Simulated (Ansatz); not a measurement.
# MnO (P6_3mc) in Ansatz: notebook

One crystal, MnO, is run at these levels: PBEsol; tasks: phonons, elastic constants.

All numbers are computed with Ansatz 0.2.0; they aren't measurements. Logs are shortened: lines on timing, memory, paths and dates and some standing lists are left out, and cuts for length are marked.

## Step 1: Starting point

Symmetry: P6_3mc, No. 186, hexagonal system. Conventional cell: a = 3.372 Å, b = 3.372 Å, c = 5.386 Å, α = 90.00°, β = 90.00°, γ = 120.00°. Around Mn (site symmetry 3m) lie 4 O at 1.96 to 2.08 Å. O (site symmetry 3m) is surrounded by 4 Mn at 1.96 to 2.08 Å.

Measurements of this composition are mostly on another form, of space group No. 225.

## Step 2: Phonons, PBEsol, collinear spin, ferromagnetic start

input.yaml reads:

```yaml
crystal:
  lattice:
    - [3.3717, 0.0, 0.0]
    - [-1.68585, 2.9199778539, 0.0]
    - [0.0, 0.0, 5.3855]
  atoms:
    - { symbol: Mn, position: [0.6666666667, 0.3333333333, 0.51096], spin: 4.0 }
    - { symbol: Mn, position: [0.3333333333, 0.6666666667, 0.01096], spin: 4.0 }
    - { symbol: O, position: [0.6666666667, 0.3333333333, 0.87547] }
    - { symbol: O, position: [0.3333333333, 0.6666666667, 0.37547] }
hamiltonian:
  xc: pbesol
  pseudopotentials: { kind: paw }
magnetization:
  spin_polarized: true
kpoints:
  mp_grid: { grid: [8, 8, 4] }
scf:
  occupations: { method: fermi_dirac, width: 0.05 }
phonons:
  method: dfpt
```

Potentials or basis: Ansatz PAW.

The run is started by

```
$ ansatz run input.yaml --threads 2 --pin off --max-ram 5632MiB --backend cpu --events-out ev --progress --plain --runs-dir out
```

Output:

```text
Warning: RAYON_NUM_THREADS=2 ignored (pool sized by the plan → 2); use --threads N
Engine: ansatz 0.2.0, aarch64-unknown-linux-gnu
Pseudopotentials: kind: paw
Pseudopotential: Mn, paw, valence charge 15, recommended cutoff 420 eV (normal), Mn.paw.azcp
Pseudopotential: O, paw, valence charge 6, recommended cutoff 420 eV (normal), O.paw.azcp
Functional definition: PBEsol
  exchange = pbesol_x
  correlation = pbesol_c
Crystal: 4 atoms, lattice volume = 53.022 Å³
Basis set: ecut = 420 eV, 1085 PW (Γ), exchange–correlation on 48×48×72 points (8 copies of the dense FFT grid, shifted against one another)
Bands: 30, of which v1, the nominal top of the filled ones, is band 21 counted from 1 (20 counted from 0)
Symmetry: 12 space group operations
Space group: P63mc (ITA 186), of the structure as read, at distance tolerance 3.8e-5 Å
Magnetic group: BNS 186.203 (UNI 1433), of the structure as read, at distance tolerance 3.8e-5 Å
k-points: 30 of 256 (time reversal used)
Non-local potential: Mn, projectors of the file, l = 0: 3, l = 1: 2, l = 2: 3, l = 3: 1
Non-local potential: O, projectors of the file, l = 0: 2, l = 1: 2, l = 2: 1
PAW form: soft (Blöchl's): semilocal exchange-correlation on the pseudo side does not see the compensation charge
PAW frozen core: Mn, regenerated for the run's functional, and the local potential with it (the file was generated under x = pbe(κ = 0.804, μ = 0.2195149727645171), c = pbe(β = 0.06672455060314922))
PAW frozen core: O, regenerated for the run's functional, and the local potential with it (the file was generated under x = pbe(κ = 0.804, μ = 0.2195149727645171), c = pbe(β = 0.06672455060314922))
PAW one-centre angular grid: Mn, 590 points (default); XC on 64 Gauss nodes
PAW one-centre angular grid: O, 110 points (default); XC on 64 Gauss nodes
Initial density: superposition of atomic densities (chi_scale 0.1, normalization cell, long waves kept (reshape's long-wave potential 0.00 eV rms))
Starting moments: Σ|m| = 8 μB on 2 of 4 sites
Initial wavefunctions: pseudopotential atomic-orbital guess
Functional: x = pbesol(κ = 0.804, μ = 0.12345679012345678), c = pbesol(β = 0.046)
SCF 1 converged in 12 iterations: F = -8858.476859 eV  dr2 = 6.36e-9
k-points: 78 of 256 (irreducible under 2 space group operations, time reversal used)
Initial density: read from a saved state, or passed on in memory by an earlier SCF of this step, an earlier step, the calling program or the single point that the run made first
Stability of the state it starts from, as read at its close in the collinear treatment: not read negative (Ritz values of 1 − χ₀K, real part plus size of imaginary part, from 0.96 to 1.1, by its mixing steps under the symmetry group of the SCF that read it); its run was given moments
Starting moments: Σ|m| = 8 μB on 2 of 4 sites; this step starts from the density that it was given
iter 1 solved again at ethr=3.06e-8 eV; its pass at ethr=3.10e-3 eV (dr2=1.29e-5 eV) is discarded
SCF iter   1: F=—  HF=-8858.476859 eV  |F-HF|=—  |Δ(HF+E_count)|=         —  Δρ=2.34e-6 (↑2.34e-6 ↓1.96e-6)  dr2=6.56e-9  dr2_m=5.08e-10  M=9.986 μB ∫|m|=9.986 μB  β_m=0.65  ethr=3.06e-8  ⟨swp⟩=3.0  Hψ=29482  notcnv=0
preconditioner: auto → none  [metal: Δε(μ)=0.071 eV  Ē_g=10.160 eV  σ=0.050 eV  W_gap=0.32  n_scr=2 (ndim 8)  ℏωp=26.0 eV  f_vac=0.027  D(μ)=0.39/eV (n_scr^D=0)]
SCF iter   2: F=—  HF=-8858.476859 eV  |F-HF|=—  |Δ(HF+E_count)|=   8.10e-7  Δρ=1.02e-6 (↑6.31e-7 ↓1.02e-6)  dr2=1.11e-9  dr2_m=8.10e-11  M=9.986 μB ∫|m|=9.986 μB  β_m=0.59  ethr=1.56e-11  ⟨swp⟩=2.0  Hψ=7961  notcnv=0
SCF iter   3: F=—  HF=-8858.476859 eV  |F-HF|=—  |Δ(HF+E_count)|=  9.70e-10  Δρ=8.43e-7 (↑8.43e-7 ↓2.46e-7)  dr2=2.90e-10  dr2_m=7.79e-11  M=9.986 μB ∫|m|=9.986 μB  β_m=0.51  ethr=2.64e-12  ⟨swp⟩=2.5  Hψ=7730  notcnv=0
SCF iter   4: F=—  HF=-8858.476859 eV  |F-HF|=—  |Δ(HF+E_count)|=  2.36e-11  Δρ=1.86e-7 (↑1.69e-7 ↓1.86e-7)  dr2=8.68e-12  dr2_m=1.28e-11  M=9.986 μB ∫|m|=9.986 μB  β_m=0.76  ethr=1.00e-12  ⟨swp⟩=2.2  Hψ=6612  notcnv=0
SCF iter   5: F=—  HF=-8858.476859 eV  |F-HF|=—  |Δ(HF+E_count)|=  4.37e-11  Δρ=1.03e-7 (↑1.03e-7 ↓8.04e-8)  dr2=6.32e-12  dr2_m=1.60e-12  M=9.986 μB ∫|m|=9.986 μB  β_m=0.64  ethr=1.00e-12  ⟨swp⟩=1.0  Hψ=4681  notcnv=0
SCF iter   6: F=-8858.476859 eV  HF=-8858.476859 eV  |F-HF|=1.82e-12  |Δ(HF+E_count)|=    0.00e0  Δρ=3.41e-8 (↑1.84e-8 ↓3.41e-8)  dr2=9.53e-13  dr2_m=1.50e-13  M=9.986 μB ∫|m|=9.986 μB  ethr=1.00e-12  ⟨swp⟩=3.4  Hψ=16973  notcnv=0
SCF 2 converged in 6 iterations: F = -8858.476859 eV  dr2 = 9.53e-13
DFPT response loops at Γ: preconditioner auto → Kerker (q_TF=auto, 2.624 Å⁻¹) (partly filled bands, converged f_vac=0.027); β = 1.00, the filter's whole step (`scf.mixing.beta` (0.30) is not read by the response loops under this deck's `scf.mixing.preconditioner`; to damp them name `kerker` or `kerker_dos`, under which they read `scf.mixing.beta`, and type it under 1.00, their step now; both keys bind the ground state too); Broyden in place of MSR1
SCF converged after 6 iterations
Magnetization: 9.9861 μB (25.9931 up, 16.0069 down)
Absolute magnetization: 9.9861 μB (∫|ρ↑−ρ↓|, with the PAW one-centre terms)
Spin contamination: 0.0127 ħ² per cell (⟨S²⟩ above its minimum at these occupations)
Per-site moments (μB) at R_I (Å): [(3.8235137055425144, 0.8097657995624999), (3.823513705542516, 0.8097657995625), (0.22248254252477606, 0.8097657995624999), (0.22248254252477637, 0.8097657995625)]
Free energy (F): -8858.476859 eV
Harris-Foulkes:  -8858.476859 eV  (|F-HF|=1.82e-12)
Internal energy: -8858.473320 eV  (E = F + TS)
E sigma→0 (E₀):  -8858.475090 eV
Entropy (-TS):   -0.003539 eV (-0.885 meV/atom)
Fermi energy:    10.614433 eV
--- Per-component energies (eV) ---
  E_band       = -616.017593
  E_kinetic    = 945.742211
  E_local      = -5216.771714  (includes V_loc(G=0)·N_el)
  E_nonlocal   = 606.303568
  E_hartree    = 2101.010743
  E_xc         = -364.564095
  E_vxc        = -468.057475  (∫ρ·V_xc dr)
  E_paw        = -2858.434682  (= ΣΔE_a)
  E_vpaw       = -685.260411  (= ΣTr[D̂ρ^β])
  E_aug_tail   = 0.004803  (compensation charges beyond the density's cutoff)
  E_ewald      = -4072.174031
  E_core_change = 0.409876  (= ΣΔE_core)
  E_smearing   = -0.003539  (= −TS)
  E_closure    = 0.000000  (closes the sum)
  Σ components = -8858.476859   (vs F -8858.476859, Δ=0.00e0)
--- Band table (eV; the first three rows and the last of 156) ---
  k-point 0 ↑: bands = ["-70.9217", "-70.9185", "-39.8165", "-39.8116", "-39.8116", "-39.8054", "-39.8054", "-39.7778", "-9.4013", "-8.8635", "3.3728", "4.1346", "4.3184", "4.3184", "4.6682", "4.6682", "7.4366", "7.4366", "7.9334", "7.9889", "7.9889", "8.9907", "9.5506", "9.5506", "10.6237", "10.6237", "10.6792", "14.1734", "16.0984", "21.9684"]
  k-point 1 ↑: bands = ["-70.9212", "-70.9190", "-39.8108", "-39.8107", "-39.8107", "-39.8063", "-39.8063", "-39.7835", "-9.3215", "-8.9407", "3.3406", "3.8639", "4.3516", "4.3516", "4.5964", "4.5964", "7.5422", "7.5422", "7.9473", "7.9473", "8.3649", "9.2938", "9.6885", "9.6885", "10.4591", "10.4591", "10.8035", "13.1929", "17.1014", "21.0686"]
  k-point 2 ↑: bands = ["-70.9201", "-70.9201", "-39.8085", "-39.8085", "-39.8085", "-39.8085", "-39.7972", "-39.7972", "-9.1298", "-9.1298", "3.4650", "3.4650", "4.4548", "4.4548", "4.4548", "4.4548", "7.7730", "7.7730", "7.7730", "7.7730", "9.1346", "9.1346", "10.0632", "10.0632", "10.0632", "10.0632", "11.7345", "11.7345", "18.8659", "18.8659"]
  k-point 77 ↓: bands = ["-66.1589", "-66.1589", "-35.1613", "-35.1613", "-35.1418", "-35.1418", "-35.1259", "-35.1259", "-8.3537", "-8.3537", "4.3998", "4.3998", "5.2566", "5.2566", "5.9293", "5.9293", "11.3056", "11.3056", "12.0708", "12.0708", "12.3687", "12.3687", "12.9356", "12.9356", "13.2497", "13.2497", "16.5125", "16.5125", "19.0198", "19.0198"]
--- Phonons (Γ-DFPT): 4 representative perturbations + reference, on 78 of 256 k-points (Σ response iterations 13) ---
  k mesh reduced under 2 symmetry operations, with k and −k counted as one. Each operation leaves every solved perturbation unchanged. A smaller set is not used because it would not reduce the number of displacements times k-points to solve
  ASR residual: 1.734e-4 → 0.000e0 eV/Å²; symmetrization residual: 6.567e-6 eV/Å²
  ASR residual per site (eV/Å²): 1.73e-4 1.73e-4 9.86e-5 9.86e-5
  Γ frequencies (cm⁻¹): 0.00 0.00 0.00 50.31 50.31 274.91 291.30 291.30 332.37 332.37 408.46 534.70
  non-analytic LO–TO correction: not included (Born effective charges unavailable; polar crystals: no LO–TO splitting at Γ)
```

Run time: 63 s. Hardware: 2 threads of Arm Neoverse V2, shared host; peak memory 0.8 GiB.

What came out:

```
Free energy                   : -8858.4769 eV
Band gap on the k mesh        : none (metal or under the smearing width)
Net moment                    : 9.99 μB per cell
Absolute moment               : 9.99 μB per cell
Site moments                  : Mn +3.82; O +0.22 μB
Highest phonon frequency at Γ : 535 cm⁻¹
```

Phonon frequencies in cm⁻¹ (negative: imaginary):
| q point | frequencies |
| --- | --- |
| (0.000, 0.000, 0.000) | 0 0 0 50 50 275 291 291 332 332 408 535 |

Caveat: semilocal functionals often make such compounds metallic where correlation or magnetic order opens a gap, which also shifts bond lengths; only a ferromagnetic start was run, and an antiferromagnetic order may lie lower in energy; the PAW data sets come from PBE, with cores solved anew for the run's functional, which leaves a small shift of forces and pressure.

## Step 3: Elastic constants, PBEsol, collinear spin, ferromagnetic start

input.yaml, as its differences from that of step 2:

```diff
@@ -19,3 +19,7 @@
   occupations: { method: fermi_dirac, width: 0.05 }
-phonons:
-  method: dfpt
+output:
+  forces: true
+  stress: true
+elastic:
+  mode: relaxed_ion
+  stencil: two_point
```

Potentials or basis: Ansatz PAW.

The run is started by

```
$ ansatz run input.yaml --threads 2 --pin off --max-ram 5632MiB --backend cpu --events-out ev --progress --plain --runs-dir out
```

Wall time 3.9 min (2 threads of Arm Neoverse V2, shared host); peak memory 0.47 GiB.

The run converged. Its results:

| Quantity | Value |
| --- | --- |
| Free energy | -8858.5311 eV |
| Pressure | 0.0 GPa |
| Band gap on the k mesh | none (metal or under the smearing width) |
| Net moment | 9.98 μB per cell |
| Absolute moment | 9.98 μB per cell |
| Site moments | Mn +3.92; O +0.23 μB |
| Voigt bulk modulus | 122 GPa |

Stress tensor (GPa, compression positive):
```
 0.29  0.00  0.00
 0.00  0.29  0.00
 0.00  0.00 -0.47
```

Levels at points of the mesh, in eV from the Fermi level:
Spin up:
```csv
k point,band 22,band 23,band 24,band 25,band 26,band 27,band 28,band 29,band 30
"(0.00, 0.00, 0.00)",-1.59,-0.72,-0.72,-0.29,0.11,0.11,3.56,5.28,11.32
"(0.00, 0.00, -0.50)",-1.43,-0.33,-0.33,-0.33,-0.33,1.03,1.03,8.13,8.13
"(0.00, -0.50, 0.00)",-2.50,-1.93,-1.93,-0.91,-0.89,3.90,4.23,5.73,7.45
"(0.00, -0.50, -0.50)",-2.44,-1.34,-1.34,-1.27,-1.27,3.74,3.74,6.13,6.13
```
Spin down:
| k point | band 13 | band 14 | band 15 | band 16 | band 17 | band 18 | band 19 | band 20 |
| --- | --- | --- | --- | --- | --- | --- | --- | --- |
| (0.00, 0.00, 0.00) | -5.07 | -4.96 | -4.96 | -4.87 | -0.17 | 0.98 | 0.98 | 1.46 |
| (0.00, 0.00, -0.50) | -5.03 | -5.03 | -5.03 | -5.03 | 1.44 | 1.44 | 1.44 | 1.44 |
| (0.00, -0.50, 0.00) | -5.30 | -4.83 | -4.80 | -4.76 | 0.18 | 0.71 | 1.06 | 1.40 |
| (0.00, -0.50, -0.50) | -4.87 | -4.87 | -4.82 | -4.82 | 0.85 | 0.85 | 1.54 | 1.54 |

Elastic tensor in Voigt notation (GPa, in the Cartesian axes of the cell as first typed):
```
154 117 105   0   0   0
117 154 105   0   0   0
104 104 141   0   0   0
  0   0   0  21   0   0
  0   0   0   0  21   0
  0   0   0   0   0  18
```

Caveat: elastic constants of metals need much finer meshes, so these are rough; the pressure holds a Pulay correction of +0.5 GPa for the finite cutoff; semilocal functionals often make such compounds metallic where correlation or magnetic order opens a gap, which also shifts bond lengths; only a ferromagnetic start was run, and an antiferromagnetic order may lie lower in energy; the PAW data sets come from PBE, with cores solved anew for the run's functional, which leaves a small shift of forces and pressure. With open d or f shells a metallic result of PBEsol can be an artefact of self-interaction; +U or a hybrid may open a gap.
